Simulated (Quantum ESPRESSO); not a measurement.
ZrB2 under changes of volume

One of the cells (10.249 Å³/atom); the others are scaled copies at fixed shape and fractional positions:

```xyz
3
Lattice="3.1700 0.0000 0.0000 -1.5850 2.7453 0.0000 0.0000 0.0000 3.5330" Properties=species:S:1:pos:R:3 pbc="T T T"
Zr    0.0000    0.0000    0.0000
B     1.5850    0.9151    1.7665
B     0.0000    1.8302    1.7665
```

| Item | Value |
| --- | --- |
| Program | Quantum ESPRESSO 7.5 |
| Functional | PBE |
| Dispersion | D3(BJ) |
| Potentials or basis | PseudoDojo 0.4 FR PBE standard |
| Cutoff | 1034 eV |
| Density cutoff | 4136 eV |
| k mesh | 4 × 4 × 3 |
| Occupations | fermi-dirac, width 0.025 eV |
| Spin | non-collinear spin, ferromagnetic start, spin-orbit coupling |
| Starting moments | [[0.5, 0.0, 0.0], [0.0, 0.0, 0.0], [0.0, 0.0, 0.0]] μB |

```csv
volume (Å³/atom),energy over the lowest point (meV/atom),pressure (GPa)
9.634,16.44,12.3
9.839,?,?
10.044,0.00,0.8
10.249,2.04,-4.1
10.454,10.07,-8.5
10.659,23.52,-12.5
10.864,41.89,-16.2
```

Question: What does the run at 9.839 Å³/atom give?

Answer: Energy over the lowest point 4.57 meV/atom; pressure 6.3 GPa.

Worked out: A Birch-Murnaghan fit of order 3 (a polynomial in V^(-2/3)) to the other rows has its minimum at 10.08 Å³/atom with B0 = V·E''(V) = 249 GPa and B' = 3.9 at fixed shape and positions, which overstates the stiffness. It gives 4.57 meV/atom at 9.839 Å³/atom, against the run's 4.57, and -dE/dV = 6.3 GPa, against 6.3.

Energies are extrapolated to zero smearing.

Caveats: all runs use coarse meshes; non-collinear GGA energies in this program can be off by tens of meV an atom and hang on the start; pairwise dispersion overbinds metals, which lowers pressure and volume.
